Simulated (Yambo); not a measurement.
# InP (F-43m) in Yambo: convergence with bands in sums

Aim: find how far bands in sums must go before the results for InP settle, at LDA. This setting moves, with any that are tied to it; all else stays.

Everything below comes from runs of Yambo 5.3.0. Logs are shortened: lines on timing, memory, paths and dates and some standing lists are left out, and cuts for length are marked.

### 1 The structure

Symmetry: F-43m, No. 216, cubic system. The conventional cell has a = 5.861 Å, b = 5.861 Å, c = 5.861 Å, α = 90.00°, β = 90.00°, γ = 90.00°. In (site symmetry -43m) is surrounded by 4 P at 2.54 Å. P (site symmetry -43m) has 4 In at 2.54 Å as nearest neighbours.

### 2 With bands in sums 18

Contents of g0w00.in:

```
gw0
dyson
el_el_corr
rim_cut
HF_and_locXC
ppa
em1d
RandQpts= 1000000
RandGvec= 50 RL
EXXRLvcs= 74 Ry
VXCRLvcs= 74 Ry
Chimod= "HARTREE"
% BndsRnXp
 1 | 18 |
%
NGsBlkXp= 8 Ry
% LongDrXp
 1 | 1 | 1 |
%
PPAPntXp= 27.21138 eV
% GbndRnge
 1 | 18 |
%
GTermKind= "BG"
DysSolver= "n"
ExtendOut
% QPkrange
 1 | 1 | 13 | 15 |
%
```

Contents of scf.in:

```
&CONTROL
  calculation = 'scf'
  prefix = 'pwscf'
  outdir = './tmp'
  pseudo_dir = './pseudo'
/
&SYSTEM
  ibrav = 0
  nat = 2
  ntyp = 2
  ecutwfc = 74
  nbnd = 20
  occupations = 'smearing'
  smearing = 'fd'
  degauss = 0.00367493
  force_symmorphic = .true.
/
&ELECTRONS
  conv_thr = 4d-10
  electron_maxstep = 120
  mixing_beta = 0.5
/
ATOMIC_SPECIES
In   114.8180 In.upf
P     30.9738 P.upf
CELL_PARAMETERS angstrom
   0.0000000000    2.9305000000    2.9305000000
   2.9305000000    0.0000000000    2.9305000000
   2.9305000000    2.9305000000    0.0000000000
ATOMIC_POSITIONS angstrom
In     0.0000000000    0.0000000000    0.0000000000
P      4.3957500000    4.3957500000    4.3957500000
K_POINTS automatic
8 8 8 0 0 0
```

Contents of nscf.in:

```
&CONTROL
  calculation = 'nscf'
  prefix = 'pwscf'
  outdir = './tmp'
  pseudo_dir = './pseudo'
/
&SYSTEM
  ibrav = 0
  nat = 2
  ntyp = 2
  ecutwfc = 74
  nbnd = 213
  occupations = 'fixed'
  force_symmorphic = .true.
/
&ELECTRONS
  conv_thr = 1d-08
  diago_full_acc = .true.
  diago_thr_init = 1d-06
/
ATOMIC_SPECIES
In   114.8180 In.upf
P     30.9738 P.upf
CELL_PARAMETERS angstrom
   0.0000000000    2.9305000000    2.9305000000
   2.9305000000    0.0000000000    2.9305000000
   2.9305000000    2.9305000000    0.0000000000
ATOMIC_POSITIONS angstrom
In     0.0000000000    0.0000000000    0.0000000000
P      4.3957500000    4.3957500000    4.3957500000
K_POINTS automatic
4 4 4 0 0 0
```

Potentials or basis: PseudoDojo 0.4.1 SR LDA stringent.

Started as:

```bash
$ OMP_NUM_THREADS=1 pw.x -in scf.in > scf.out
$ OMP_NUM_THREADS=1 pw.x -in nscf.in > nscf.out
$ cd tmp/pwscf.save; p2y; mv SAVE ../..; cd ../..
$ OMP_NUM_THREADS=1 yambo
$ OMP_NUM_THREADS=1 yambo -F g0w00.in -J g0w00 -C g0w00_out
```

It took 1.8 min on 1 thread of Arm Neoverse V2, shared host; peak memory 0.27 GiB.

Results:

| Quantity | Value |
| --- | --- |
| Band gap on the k mesh, mean-field level | 0.48 eV, direct |
| Quasiparticle gap | 1.55 eV |
| Least direct quasiparticle gap | 1.55 eV |
| Quasiparticle gap at Γ | 1.55 eV |
| Band gap of the same states before the correction | 0.48 eV |

### 3 With bands in sums 23

Contents of g0w01.in:

```
gw0
dyson
el_el_corr
rim_cut
HF_and_locXC
ppa
em1d
RandQpts= 1000000
RandGvec= 50 RL
EXXRLvcs= 74 Ry
VXCRLvcs= 74 Ry
Chimod= "HARTREE"
% BndsRnXp
 1 | 23 |
%
NGsBlkXp= 8 Ry
% LongDrXp
 1 | 1 | 1 |
%
PPAPntXp= 27.21138 eV
% GbndRnge
 1 | 23 |
%
GTermKind= "BG"
DysSolver= "n"
ExtendOut
% QPkrange
 1 | 1 | 13 | 15 |
%
```

scf.in is that of step 2.

nscf.in is that of step 2.

Potentials or basis: PseudoDojo 0.4.1 SR LDA stringent.

Started as:

```bash
$ OMP_NUM_THREADS=1 pw.x -in scf.in > scf.out
$ OMP_NUM_THREADS=1 pw.x -in nscf.in > nscf.out
$ cd tmp/pwscf.save; p2y; mv SAVE ../..; cd ../..
$ OMP_NUM_THREADS=1 yambo
$ mkdir -p g0w01; ln -s $PWD/g0w00/ndb.RIM g0w01/
$ OMP_NUM_THREADS=1 yambo -F g0w01.in -J g0w01 -C g0w01_out
```

Run time: 1.8 min. Hardware: 1 thread of Arm Neoverse V2, shared host; peak memory 0.28 GiB.

What came out:

- Band gap on the k mesh, mean-field level: 0.48 eV, direct
- Quasiparticle gap: 1.50 eV
- Least direct quasiparticle gap: 1.50 eV
- Quasiparticle gap at Γ: 1.50 eV
- Band gap of the same states before the correction: 0.48 eV

### 4 With bands in sums 33

Contents of g0w02.in:

```
gw0
dyson
el_el_corr
rim_cut
HF_and_locXC
ppa
em1d
RandQpts= 1000000
RandGvec= 50 RL
EXXRLvcs= 74 Ry
VXCRLvcs= 74 Ry
Chimod= "HARTREE"
% BndsRnXp
 1 | 33 |
%
NGsBlkXp= 8 Ry
% LongDrXp
 1 | 1 | 1 |
%
PPAPntXp= 27.21138 eV
% GbndRnge
 1 | 33 |
%
GTermKind= "BG"
DysSolver= "n"
ExtendOut
% QPkrange
 1 | 1 | 13 | 15 |
%
```

scf.in is that of step 3.

nscf.in is that of step 3.

Started as:

```bash
$ OMP_NUM_THREADS=1 pw.x -in scf.in > scf.out
$ OMP_NUM_THREADS=1 pw.x -in nscf.in > nscf.out
$ cd tmp/pwscf.save; p2y; mv SAVE ../..; cd ../..
$ OMP_NUM_THREADS=1 yambo
$ mkdir -p g0w02; ln -s $PWD/g0w00/ndb.RIM g0w02/
$ OMP_NUM_THREADS=1 yambo -F g0w02.in -J g0w02 -C g0w02_out
```

Run time: 2 min. Hardware: 1 thread of Arm Neoverse V2, shared host; peak memory 0.29 GiB.

Results (log left out):

```
Band gap on the k mesh, mean-field level          : 0.48 eV, direct
Quasiparticle gap                                 : 1.45 eV
Least direct quasiparticle gap                    : 1.45 eV
Quasiparticle gap at Γ                            : 1.45 eV
Band gap of the same states before the correction : 0.48 eV
```

### 5 With bands in sums 53

Contents of g0w03.in:

```
gw0
dyson
el_el_corr
rim_cut
HF_and_locXC
ppa
em1d
RandQpts= 1000000
RandGvec= 50 RL
EXXRLvcs= 74 Ry
VXCRLvcs= 74 Ry
Chimod= "HARTREE"
% BndsRnXp
 1 | 53 |
%
NGsBlkXp= 8 Ry
% LongDrXp
 1 | 1 | 1 |
%
PPAPntXp= 27.21138 eV
% GbndRnge
 1 | 53 |
%
GTermKind= "BG"
DysSolver= "n"
ExtendOut
% QPkrange
 1 | 1 | 13 | 15 |
%
```

scf.in is that of step 4.

nscf.in is that of step 4.

Started as:

```bash
$ OMP_NUM_THREADS=1 pw.x -in scf.in > scf.out
$ OMP_NUM_THREADS=1 pw.x -in nscf.in > nscf.out
$ cd tmp/pwscf.save; p2y; mv SAVE ../..; cd ../..
$ OMP_NUM_THREADS=1 yambo
$ mkdir -p g0w03; ln -s $PWD/g0w00/ndb.RIM g0w03/
$ OMP_NUM_THREADS=1 yambo -F g0w03.in -J g0w03 -C g0w03_out
```

It took 2.5 min on 1 thread of Arm Neoverse V2, shared host; peak memory 0.33 GiB.

It converged, with:

```
Band gap on the k mesh, mean-field level          : 0.48 eV, direct
Quasiparticle gap                                 : 1.42 eV
Least direct quasiparticle gap                    : 1.42 eV
Quasiparticle gap at Γ                            : 1.42 eV
Band gap of the same states before the correction : 0.48 eV
```

### 6 With bands in sums 93

Contents of g0w04.in:

```
gw0
dyson
el_el_corr
rim_cut
HF_and_locXC
ppa
em1d
RandQpts= 1000000
RandGvec= 50 RL
EXXRLvcs= 74 Ry
VXCRLvcs= 74 Ry
Chimod= "HARTREE"
% BndsRnXp
 1 | 93 |
%
NGsBlkXp= 8 Ry
% LongDrXp
 1 | 1 | 1 |
%
PPAPntXp= 27.21138 eV
% GbndRnge
 1 | 93 |
%
GTermKind= "BG"
DysSolver= "n"
ExtendOut
% QPkrange
 1 | 1 | 13 | 15 |
%
```

scf.in is that of step 5.

nscf.in is that of step 5.

Potentials or basis: PseudoDojo 0.4.1 SR LDA stringent.

Started as:

```bash
$ OMP_NUM_THREADS=1 pw.x -in scf.in > scf.out
$ OMP_NUM_THREADS=1 pw.x -in nscf.in > nscf.out
$ cd tmp/pwscf.save; p2y; mv SAVE ../..; cd ../..
$ OMP_NUM_THREADS=1 yambo
$ mkdir -p g0w04; ln -s $PWD/g0w00/ndb.RIM g0w04/
$ OMP_NUM_THREADS=1 yambo -F g0w04.in -J g0w04 -C g0w04_out
```

Wall time 3.5 min (1 thread of Arm Neoverse V2, shared host); peak memory 0.4 GiB.

It converged, with:

* Band gap on the k mesh, mean-field level: 0.48 eV, direct
* Quasiparticle gap: 1.40 eV
* Least direct quasiparticle gap: 1.40 eV
* Quasiparticle gap at Γ: 1.40 eV
* Band gap of the same states before the correction: 0.48 eV

### 7 With bands in sums 133

Contents of g0w05.in:

```
gw0
dyson
el_el_corr
rim_cut
HF_and_locXC
ppa
em1d
RandQpts= 1000000
RandGvec= 50 RL
EXXRLvcs= 74 Ry
VXCRLvcs= 74 Ry
Chimod= "HARTREE"
% BndsRnXp
 1 | 133 |
%
NGsBlkXp= 8 Ry
% LongDrXp
 1 | 1 | 1 |
%
PPAPntXp= 27.21138 eV
% GbndRnge
 1 | 133 |
%
GTermKind= "BG"
DysSolver= "n"
ExtendOut
% QPkrange
 1 | 1 | 13 | 15 |
%
```

scf.in is that of step 6.

nscf.in is that of step 6.

Potentials or basis: PseudoDojo 0.4.1 SR LDA stringent.

Started as:

```bash
$ OMP_NUM_THREADS=1 pw.x -in scf.in > scf.out
$ OMP_NUM_THREADS=1 pw.x -in nscf.in > nscf.out
$ cd tmp/pwscf.save; p2y; mv SAVE ../..; cd ../..
$ OMP_NUM_THREADS=1 yambo
$ mkdir -p g0w05; ln -s $PWD/g0w00/ndb.RIM g0w05/
$ OMP_NUM_THREADS=1 yambo -F g0w05.in -J g0w05 -C g0w05_out
```

Yambo's report:

```text
[... sections 02.01 to 02.04 as in the set-up run ...]

  [02.05] Energies & Occupations
  ==============================

  [X] === General ===
  [X] Electronic Temperature                        :  0.000000  0.000000 [eV K]
  [X] Bosonic    Temperature                        :  0.000000  0.000000 [eV K]
  [X] Finite Temperature mode                       : no
  [X] El. density                                   :  0.51656E+24 [cm-3]
  [X] Fermi Level                                   :  8.053975 [eV]

  [X] === Gaps and Widths ===
  [X] Conduction Band Min                           :  0.481024 [eV]
  [X] Valence Band Max                              :  0.000000 [eV]
  [X] Filled Bands                                  :  13
  [X] Empty Bands                                   :   14  213
  [X] Direct Gap                                    :  0.481024 [eV]
  [X] Direct Gap localized at k                     :  1
  [X] Indirect Gap                                  :  0.481024 [eV]
  [X] Indirect Gap between kpts                     :  1  1
  [X] Last valence band width                       :  2.972569 [eV]
  [X] 1st conduction band width                     :  3.704436 [eV]

 [03] Transferred momenta grid and indexing
 ==========================================

 IBZ Q-points                                      :   8
 BZ  Q-points                                      :   64

 K/Q-points units:
 rlu = crystal or reduced units; cc = cartesian coordinates; iku = interal k-units

 Q [1]          [rlu]:  0.000000  0.000000  0.000000
 Q [2]          [rlu]:  0.54193E-16  0.26437E-16  0.25000
 Q [3]          [rlu]: -0.10839E-15 -0.52875E-16 -0.50000
 Q [4]          [rlu]:  0.87374E-19  0.25000      0.25000
 Q [5]          [rlu]:  0.23853E-16  0.25000      0.50000
 Q [6]          [rlu]:  0.44978E-16  0.25000     -0.25000
[... 161 lines left out ...]
   Current Q-pt index             :   8
   :: PP condition fails/total    :  0.300760
   :: Time ordering fails/rest    :  0.499424
   :: Mean rel dev of PP cond     :  0.300802

  [08.02] QP properties and I/O
  =============================

  Legend (energies in eV)
  - B  : Band       - Eo  : bare energy
  - E  : QP energy  - Z   : Renormalization factor
  - So : Sc(Eo)     - S   : Sc(E)
  - dSp: Sc derivative precision

  - lXC: Local XC (Slater exchange(X)+Perdew & Wang(C))
  -nlXC: non-Local XC (Hartree-Fock)

  QP [eV] @ K [1] (iku):  0.000000  0.000000  0.000000
   B=13 Eo=  0.00 E= -0.69 E-Eo= -0.69 Re(Z)=0.78 Im(Z)=-0.145173E-2 nlXC= -14.6963 lXC= -12.8866 So= 0.929965
   B=14 Eo=  0.48 E=  0.71 E-Eo=  0.23 Re(Z)=0.79 Im(Z)=-0.139361E-2 nlXC= -7.96531 lXC= -12.0797 So= -3.82690
   B=15 Eo=  3.96 E=  4.28 E-Eo=  0.31 Re(Z)=0.80 Im(Z)=-0.145896E-2 nlXC= -6.44089 lXC= -11.1367 So= -4.30214

  [WR./g0w05//ndb.QP]-------------------------------------------------------------
   Lattice constants                                :  5.537842  5.537842  5.537842
   Coulomb cutoff potential                         : none
   Electronic Temperature                           :  0.000000 [K]
   Bosonic    Temperature                           :  0.000000 [K]
   Green`s function   energies                      : Slater exchange(X)+Perdew & Wang(C)
   wavefunctions                                    : Slater exchange(X)+Perdew & Wang(C)
   PPA    diel. fun.  energies                      : Slater exchange(X)+Perdew & Wang(C)
   wavefunctions                                    : Slater exchange(X)+Perdew & Wang(C)
   QP tot states                                    :  3
   GW solver                                        : Newton
   GW approximation                                 : PPA
   PPA imaginary Energy                             :  27.21138 ev
   RIM G`s                                          :   51
   RIM random pts                                   :  1000000
   dS/dw steps                                      :  2
   dS/dw step                                       :  0.100000 ev
   X G`s                                            :  169 used
   X G`s                                            :  169 disk
   X bands                                          :    1  133
   X poles                                          :  100.0000 o/o
   X e/h E range                                    : -1.000000 -1.000000 ev
   X Hxc Kernel                                     : HARTREE
   X BZ energy Double Grid                          : no
   X Optical Averaged directions                    : none
   Sc/G bands                                       :    1  133
   Sc/G damping                                     :  0.100000 ev
   Sc bands terminator                              : yes
   Sc terminator kind                               : BG
   Sc Terminator pole                               :  40.81708
   Sx RL components                                 :   3719

   QP @ state[ 1 ] K range                          :  1  1
   QP @ state[ 1 ] b range                          :  13  15
   GF energies kind                                 : Slater exchange(X)+Perdew & Wang(C)
   GF WF`s kind                                     : Slater exchange(X)+Perdew & Wang(C)
   Xs energies kind                                 : Slater exchange(X)+Perdew & Wang(C)
   Xs WF`s kind                                     : Slater exchange(X)+Perdew & Wang(C)
```

Run time: 4.5 min. Hardware: 1 thread of Arm Neoverse V2, shared host; peak memory 0.47 GiB.

What came out:

```yaml
Band_gap_on_the_k_mesh_mean-field_level: 0.48 eV, direct
Quasiparticle_gap: 1.39 eV
Least_direct_quasiparticle_gap: 1.39 eV
Quasiparticle_gap_at_Γ: 1.39 eV
Band_gap_of_the_same_states_before_the_correction: 0.48 eV
```

### 8 Summary

| bands in sums | quasiparticle gap at the points computed (eV) | peak memory (GiB) |
| --- | --- | --- |
| 18 | 1.554 | 0.27 |
| 23 | 1.497 | 0.28 |
| 33 | 1.454 | 0.29 |
| 53 | 1.417 | 0.33 |
| 93 | 1.400 | 0.4 |
| 133 | 1.395 | 0.47 |

Against the tightest run, the quasiparticle gap at the points computed stays within 0.05 eV from 53 on. The tightest run that finished is the yardstick and may itself not be fully converged.

Caveats: all runs use coarse meshes; the screening block or the number of bands is too small for a converged GW gap; this version prints the column dSc/dw multiplied by 27.2; the terminator is approximate in this version, by hundredths of an eV; spin-orbit coupling is left out, which moves the levels of the heavy elements.
